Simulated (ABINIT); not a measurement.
NaCl:

```
Cl Na
1.0
     0.00000    2.79406    2.79406
     2.79406    0.00000    2.79406
     2.79406    2.79406    0.00000
Cl Na
1 1
Direct
  0.50000 0.50000 0.50000
  0.00000 0.00000 0.00000
```

The cell is a database's computed one.

Base run:

```yaml
Program: ABINIT 10.8.3 (patched build)
Functional: AM05
Potentials_or_basis: JTH PAW PBE v2.0
Cutoff: 1088 eV
k_mesh: 8 × 8 × 8
Occupations: fermi-dirac, width 0.05 eV
Spin: no spin polarisation
```

Its results: band gap on the k mesh 5.22 eV, direct; pressure 1.4 GPa.

After a change of settings the same cell gave: band gap on the k mesh 5.07 eV, direct; pressure 0.6 GPa. Which change was it?
A. functional from AM05 to WC
B. functional from AM05 to RPBE
C. functional from AM05 to BLYP
D. functional from AM05 to PBE; potentials or basis from JTH PAW PBE v2.0 to PseudoDojo NC SR PBE v0.4.1 standard; cutoff from 1088 eV to 1197 eV

A.

Caveats: the PAW data sets were made with another functional, which shifts forces and pressure a little.
